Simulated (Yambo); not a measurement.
# BP (F-43m) in Yambo: a series of runs

Runs on BP. Level: PBE. Tasks: optical spectrum by the Bethe-Salpeter equation.

Program: Yambo 5.3.0. These are calculated values, not measurements. Logs are shortened: lines on timing, memory, paths and dates and some standing lists are left out, and cuts for length are marked.

### 1 The crystal as given

Symmetry: F-43m, No. 216, cubic system. The conventional cell has a = 4.538 Å, b = 4.538 Å, c = 4.538 Å, α = 90.00°, β = 90.00°, γ = 90.00°. Around P (site symmetry -43m) lie 4 B at 1.97 Å. Around B (site symmetry -43m) lie 4 P at 1.97 Å.

### 2 Optical spectrum by the Bethe-Salpeter equation, PBE

The input, bse4.in:

```
optics
bse
bss
rim_cut
tddft
RandQpts= 1000000
RandGvec= 50 RL
BSKmod= "ALDA"
BSEmod= "retarded"
BSSmod= "d"
% BSEQptR
 1 | 1 |
%
% BSEBands
 1 | 8 |
%
BSENGexx= 30 Ry
BSENGfxc= 5 Ry
% BEnRange
 0 | 20 | eV
%
% BDmRange
 0.1 | 0.1 | eV
%
BEnSteps= 150
% BLongDir
 1 | 1 | 1 |
%
BSEprop= "abs"
WRbsWF
% KfnQP_E
 0.82 | 1.0 | 1.0 |
%
```

The input, scf.in:

```
&CONTROL
  calculation = 'scf'
  prefix = 'pwscf'
  outdir = './tmp'
  pseudo_dir = './pseudo'
/
&SYSTEM
  ibrav = 0
  nat = 2
  ntyp = 2
  ecutwfc = 70
  nbnd = 9
  occupations = 'smearing'
  smearing = 'fd'
  degauss = 0.00367493
  force_symmorphic = .true.
/
&ELECTRONS
  conv_thr = 4d-10
  electron_maxstep = 120
  mixing_beta = 0.5
/
ATOMIC_SPECIES
P     30.9738 15_P_5_1.8_1.9_pbe_n_v1.0.upf
B     10.8100 05_B_3_1.5_1.7_pbe_n_v1.0.upf
CELL_PARAMETERS bohr
   0.0000000000    4.2877885768    4.2877885768
   4.2877885768    0.0000000000    4.2877885768
   4.2877885768    4.2877885768    0.0000000000
ATOMIC_POSITIONS bohr
P      6.4316828652    6.4316828652    6.4316828652
B      0.0000000000    0.0000000000    0.0000000000
K_POINTS automatic
10 10 10 0 0 0
```

The input, nscf.in:

```
&CONTROL
  calculation = 'nscf'
  prefix = 'pwscf'
  outdir = './tmp'
  pseudo_dir = './pseudo'
/
&SYSTEM
  ibrav = 0
  nat = 2
  ntyp = 2
  ecutwfc = 70
  nbnd = 54
  occupations = 'fixed'
  force_symmorphic = .true.
/
&ELECTRONS
  conv_thr = 1d-08
  diago_full_acc = .true.
  diago_thr_init = 1d-06
/
ATOMIC_SPECIES
P     30.9738 15_P_5_1.8_1.9_pbe_n_v1.0.upf
B     10.8100 05_B_3_1.5_1.7_pbe_n_v1.0.upf
CELL_PARAMETERS bohr
   0.0000000000    4.2877885768    4.2877885768
   4.2877885768    0.0000000000    4.2877885768
   4.2877885768    4.2877885768    0.0000000000
ATOMIC_POSITIONS bohr
P      6.4316828652    6.4316828652    6.4316828652
B      0.0000000000    0.0000000000    0.0000000000
K_POINTS automatic
6 6 6 0 0 0
```

Potentials or basis: SPMS 1.0 PBE.

The run is started by

```bash
$ OMP_NUM_THREADS=1 pw.x -in scf.in > scf.out
$ OMP_NUM_THREADS=1 pw.x -in nscf.in > nscf.out
$ cd tmp/pwscf.save; p2y; mv SAVE ../..; cd ../..
$ OMP_NUM_THREADS=1 yambo
$ mkdir -p bse4; ln -s $PWD/g0w00/ndb.RIM bse4/
$ OMP_NUM_THREADS=1 yambo -F bse4.in -J bse4 -C bse4_out
$ OMP_NUM_THREADS=1 ypp -J bse4 -C bse4_out -e s -b 1
```

Yambo's report:

```text
[... sections 02.01 to 02.04 as in the set-up run ...]

[... 5 lines left out ...]
  [X] Bosonic    Temperature                        :  0.000000  0.000000 [eV K]
  [X] Finite Temperature mode                       : no
  [X] El. density                                   :  0.34242E+24 [cm-3]
  [X] Fermi Level                                   :  9.239912 [eV]

  [X] === Gaps and Widths ===
  [X] Conduction Band Min                           :  1.346594 [eV]
  [X] Valence Band Max                              :  0.000000 [eV]
  [X] Filled Bands                                  :   4
  [X] Empty Bands                                   :    5   54
  [X] Direct Gap                                    :  3.406364 [eV]
  [X] Direct Gap localized at k                     :  1
  [X] Indirect Gap                                  :  1.346594 [eV]
  [X] Indirect Gap between kpts                     :   1  13
  [X] Last valence band width                       :  5.171097 [eV]
  [X] 1st conduction band width                     :  3.288197 [eV]

 [03] Transferred momenta grid and indexing
 ==========================================

 IBZ Q-points                                      :  16
 BZ  Q-points                                      :  216

 K/Q-points units:
 rlu = crystal or reduced units; cc = cartesian coordinates; iku = interal k-units

 Q [ 1]         [rlu]:  0.000000  0.000000  0.000000
 Q [ 2]         [rlu]: -0.82102E-17  0.56676E-17  0.16667
 Q [ 3]         [rlu]: -0.16420E-16  0.11335E-16  0.33333
 Q [ 4]         [rlu]: -0.18130E-17 -0.18130E-17 -0.50000
 Q [ 5]         [rlu]: -0.39871E-17  0.16667      0.16667
 Q [ 6]         [rlu]: -0.82102E-17  0.16667      0.33333
 Q [ 7]         [rlu]:  0.74349E-16  0.16667      0.50000
 Q [ 8]         [rlu]:  0.36069E-16  0.16667     -0.33333
 Q [ 9]         [rlu]:  0.76059E-17  0.16667     -0.16667
 Q [10]         [rlu]: -0.26915E-16  0.33333      0.33333
 Q [11]         [rlu]:  0.56676E-17  0.33333      0.50000
 Q [12]         [rlu]:  0.17836E-16  0.33333     -0.33333
 Q [13]         [rlu]:  0.49843E-16 -0.50000     -0.50000
 Q [14]         [rlu]:  0.166667  0.333333  0.500000
 Q [15]         [rlu]:  0.166667  0.333333 -0.333333
 Q [16]         [rlu]:  0.166667 -0.500000 -0.333333

 [04] Coloumb potential Random Integration (RIM)
 ===============================================

 Summary of Coulomb integrals for non-metallic bands |Q|[au] RIM/Bare

 Q [1] 0.100000E-4 0.995870 * Q [2] 0.211508 1.063761
 Q [5] 0.244228 1.062979 * Q [9] 0.345390 1.026387
 Q [6] 0.405006 1.018651 * Q [3] 0.423015 1.016124
 Q [10] 0.488456 1.013120 * Q [8] 0.532282 1.010916
 Q [14] 0.546110 1.010043 * Q [7] 0.598234 1.008142
 Q [4] 0.634523 1.007625 * Q [11] 0.634523 1.007445
 Q [12] 0.690781 1.006547 * Q [15] 0.722436 1.006011
 Q [13] 0.732684 1.005754 * Q [16] 0.772316 1.005109

 [05] External/Internal QP corrections
 =====================================

 [QP_apply] Action to be applied: USER defined scissor

  [05.01]  QP corrections report
  ==============================

  [K+QP] === General ===
  [K+QP] Electronic Temperature                     :  0.000000  0.000000 [eV K]
  [K+QP] Bosonic    Temperature                     :  0.000000  0.000000 [eV K]
  [K+QP] Finite Temperature mode                    : no
  [K+QP] El. density                                :  0.34242E+24 [cm-3]
  [K+QP] Fermi Level                                :  0.000000 [eV]

  [K+QP] === Gaps and Widths ===
  [K+QP] Conduction Band Min                        :  2.166594 [eV]
  [K+QP] Valence Band Max                           :  0.000000 [eV]
  [K+QP] Filled Bands                               :   4
  [K+QP] Empty Bands                                :    5   54
  [K+QP] Direct Gap                                 :  4.226364 [eV]
  [K+QP] Direct Gap localized at k                  :  1
  [K+QP] Indirect Gap                               :  2.166594 [eV]
  [K+QP] Indirect Gap between kpts                  :   1  13
  [K+QP] Last valence band width                    :  5.171097 [eV]
  [K+QP] 1st conduction band width                  :  3.288197 [eV]

  [coarse-grid] Minimum Bare Gap        [ev]:  1.346594
  [coarse-grid] Minimum Gap Correction  [ev]:  0.820000

  Eqp @ K [ 1]
   -15.456     -0.13203E-09 -0.59299E-10   0.0000       4.2264       4.2264       4.2264       8.1839
  Eqp @ K [ 2]
  -14.95813  -2.83256  -0.66365  -0.66365   4.83993   5.12797   5.12797   9.47458
  Eqp @ K [ 3]
  -13.54157  -6.72595  -1.46654  -1.46654   4.71533   5.67908   5.67908  10.92911
  Eqp @ K [ 4]
  -12.13326  -9.02772  -1.75603  -1.75603   4.59805   5.53520   5.53520  10.95518
  Eqp @ K [ 5]
  -14.79115  -1.93555  -1.72890  -1.72890   3.26701   6.67556   6.67556   7.71675
  Eqp @ K [ 6]
  -13.66801  -5.31303  -2.52581  -2.52378   3.76840   7.03116   7.43880   7.75084
  Eqp @ K [ 7]
  -11.98092  -8.33290  -3.57885  -2.57439   4.11757   7.17228   7.26631   9.75199
  Eqp @ K [ 8]
  -12.53037  -7.49075  -4.02629  -1.89105   4.77017   6.62698   7.11513  10.67766
  Eqp @ K [ 9]
  -14.14659  -4.31185  -3.35532  -0.83723   5.45479   5.55503   6.57109   9.12203
  Eqp @ K [10]
  -12.86661  -5.59666  -3.48698  -3.48698   2.21196   4.13937  10.40415  10.40415
  Eqp @ K [11]
  -11.34933  -7.55238  -5.16453  -3.68434   2.75076   4.98189  10.78064  11.00652
  Eqp @ K [12]
  -11.03631  -7.82764  -6.32285  -3.05268   3.47057   9.03666   9.34786  10.57342
  Eqp @ K [13]
  -10.60462  -8.57647  -4.11139  -4.11139   2.16659   2.48635  12.88787  12.88787
  Eqp @ K [14]
  -12.31941  -6.52257  -4.99957  -3.25932   4.82799   6.36305   7.28636  10.30828
  Eqp @ K [15]
  -11.01825  -8.11050  -5.49504  -3.96971   5.33200   6.52639   9.41424   9.96770
  Eqp @ K [16]
  -10.40596  -8.21708  -5.29409  -5.17110   4.65634   5.27143   9.92229  10.58312

 [06] Dipoles
 ============

  [06.01] Setup: observables and procedures
  =========================================

  [WF-Oscillators/G space/Transverse up loader] Normalization (few states)  min/max  :  0.13493E-15   1.0000

  [WR./bse4//ndb.dipoles]---------------------------------------------------------
   Brillouin Zone Q/K grids (IBZ/BZ)                :   16  216   16  216
   RL vectors                                       :  2085 [WF]
   Fragmentation                                    : yes
   Electronic Temperature                           :  0.000000 [K]
   Bosonic    Temperature                           :  0.000000 [K]
   DIP band range                                   :   1   8
   DIP band range limits                            :   4   5
   DIP e/h energy range                             : -1.000000 -1.000000 [eV]
   RL vectors in the sum                            :  2085
   [r,Vnl] included                                 : yes
   Bands ordered                                    : yes
   Direct v evaluation                              : no
   Approach used                                    : G-space v
   Dipoles computed                                 : R V P [G-space]
   Wavefunctions                                    : Perdew, Burke & Ernzerhof(X)+Perdew, Burke & Ernzerhof(C)

  [WARNING] [r,Vnl^pseudo] included in position and velocity dipoles.

  [WARNING] In case H contains other non local terms, these are neglected

 [07] Bethe Salpeter Equation driver
 ===================================

  [07.01] Bethe Salpeter Equation @q1
  ===================================

   [07.01.01] Transition pre-analysis @q1
   ======================================

   [07.01.02] Transition Groups build-up @q1
   =========================================

   [BSK] Transition groups (total):  16
   [BSK] Size (resonant):   3456
   [BSK]         (total):   3456
   [BSK] N. of matrices :  1

   [07.01.03] Loading Dipoles @q1
   ==============================

   [07.01.04] Independent Particles properties @q1
   ===============================================

   [07.01.05] TDDFT Kernel @q1 (Resonant ALDA EXCHANGE)
   ====================================================

   [BSE] Exchange components :   459
   [BSE] ALDA        components :   51

   [07.01.06] Main kernel loop
   ===========================

   [WR./bse4//ndb.BS_Q1_CPU_0]-----------------------------------------------------
    Brillouin Zone Q/K grids (IBZ/BZ)                :   16  216   16  216
    RL vectors                                       :  2085 [WF]
    Coulomb cutoff potential                         : none
    Parallel CPUs
    Parallel Roles
    Fragmentation                                    : no
    BS kernel          wavefunctions                 : Perdew, Burke & Ernzerhof(X)+Perdew, Burke & Ernzerhof(C)
    Static diel. fun.  energies                      : Perdew, Burke & Ernzerhof(X)+Perdew, Burke & Ernzerhof(C)
    wavefunctions                                    : Perdew, Burke & Ernzerhof(X)+Perdew, Burke & Ernzerhof(C)
    [K] Identifier                                   :   5786
    [K] Dimension                                    :   3456
    [K] Bands                                        :   1   8
    [K] Exchange                                     : yes [res]
    [K] Correlation                                  : no [res]
    [K] Kernel`s coupling                            : no
    [K] Exchange                                     : no [cpl]
    [K] Correlation                                  : no [cpl]
    [K] W interaction is bare                        : no
    [K] ALDA kernel in R-space                       : yes
    [K] RL vectors                                   :   459 [exchange]
    [K] E/h energy range                             : -1.000000 -1.000000 [eV]
    [K] Coupling range                               :  100.0000  100.0000 [o/o]
    [K] Kernel long-range exchange                   : BAR
   [xc] Functional : Perdew, Burke & Ernzerhof(X)+Perdew, Burke & Ernzerhof(C)
   [xc] LIBXC used to calculate xc functional
    PP Number of Atomic Species                      :  2
    NLCC RL compoments                               :  12387

  [07.02] BSE solver(s) @q1
  =========================

  [07.03] Diago Solver @q1
  ========================

  [WR./bse4//ndb.BS_diago_Q1]-----------------------------------------------------
   BS kernel          energies                      : Perdew, Burke & Ernzerhof(X)+Perdew, Burke & Ernzerhof(C)+ user defined corrections @E
   [K] Identifier                                   :   5786
   [K] Dimension                                    :   3456
   [K] Bands                                        :   1   8
   [K] Exchange                                     : yes [res]
   [K] Correlation                                  : no [res]
   [K] Kernel`s coupling                            : no
   [K] Exchange                                     : no [cpl]
   [K] Correlation                                  : no [cpl]
   [K] W interaction is bare                        : no
   [K] ALDA kernel in R-space                       : yes
   [K] RL vectors                                   :   459 [exchange]
   [K] E/h energy range                             : -1.000000 -1.000000 [eV]
   [K] Coupling range                               :  100.0000  100.0000 [o/o]
   [K] Kernel long-range exchange                   : BAR
   [BSS] Eigenstates included                       : yes
   [BSS] Field direction                            :  0.577350E-5  0.577350E-5  0.577350E-5
   [BSS] Eigenstates computed                       :   3456
   [BSS] Number of BSE matrices                     :  1
```

Wall time 2.7 min (1 thread of Arm Neoverse V1, shared host); peak memory 0.52 GiB.

What came out:

* Band gap on the k mesh, mean-field level: 1.35 eV, indirect (least direct gap 3.41 eV)
* Lowest exciton energy: 4.23 eV
* Lowest bright exciton energy: 4.23 eV

Dielectric function (along the field direction of the input):
| energy (eV) | real part | imaginary part |
| --- | --- | --- |
| 0.27 | 9.03 | 0.01 |
| 0.67 | 9.10 | 0.03 |
| 1.21 | 9.31 | 0.05 |
| 1.74 | 9.65 | 0.08 |
| 2.28 | 10.18 | 0.12 |
| 2.68 | 10.75 | 0.17 |
| 3.22 | 11.90 | 0.28 |
| 3.76 | 14.05 | 0.64 |
| 4.30 | 11.93 | 5.51 |
| 4.70 | 17.74 | 2.11 |
| 5.23 | 18.87 | 4.55 |
| 5.77 | 19.67 | 18.07 |
| 6.31 | 28.22 | 50.63 |
| 6.85 | -32.67 | 20.68 |
| 7.25 | -13.81 | 14.67 |
| 7.79 | -10.70 | 4.91 |
| 8.32 | -4.60 | 2.94 |
| 8.86 | -2.97 | 3.25 |
| 9.26 | 1.13 | 4.03 |
| 9.80 | -0.06 | 7.14 |
| 10.34 | -2.11 | 7.02 |
| 10.87 | -8.41 | 8.86 |
| 11.28 | -6.87 | 3.61 |
| 11.81 | -4.70 | 0.71 |
| 12.35 | -2.81 | 2.65 |
| 12.89 | -3.79 | 1.33 |
| 13.42 | -2.85 | 1.19 |
| 13.83 | -2.37 | 0.42 |
| 14.36 | -1.68 | 0.39 |
| 14.90 | -1.49 | 0.47 |
| 15.44 | -1.22 | 0.76 |
| 15.84 | -1.15 | 0.58 |
| 16.38 | -1.37 | 0.49 |
| 16.91 | -0.97 | 0.52 |
| 17.45 | -0.60 | 0.38 |
| 17.85 | -0.76 | 0.31 |
| 18.39 | -0.95 | 0.36 |
| 18.93 | -0.70 | 0.11 |
| 19.46 | -0.49 | 0.12 |
| 20.00 | -0.43 | 0.20 |

Lowest exciton energies (eV): 4.23, 4.23, 4.23, 4.23, 4.23, 4.23, 4.23, 4.23

Excitons:
| energy (eV) | strength (relative to the strongest) |
| --- | --- |
| 4.227 | 3.9e-12 |
| 4.227 | 1e-12 |
| 4.227 | 6.3e-12 |
| 4.229 | 0.24 |
| 4.229 | 0.11 |
| 4.229 | 0.25 |
| 4.233 | 3.2e-15 |
| 4.233 | 2.4e-15 |
| 4.236 | 5e-13 |
| 4.996 | 1e-05 |
| 4.996 | 1.3e-08 |
| 4.996 | 4.7e-06 |

Caveat: the LDA kernel is used on GGA states, which is inconsistent by a few percent; this k mesh misses the band edges, so its gaps are larger than the crystal's; the scissor is the correction of the direct gap in an earlier G0W0 run on the same states; spectra need much finer meshes, so this one isn't converged.

[end of part 1 of 3]
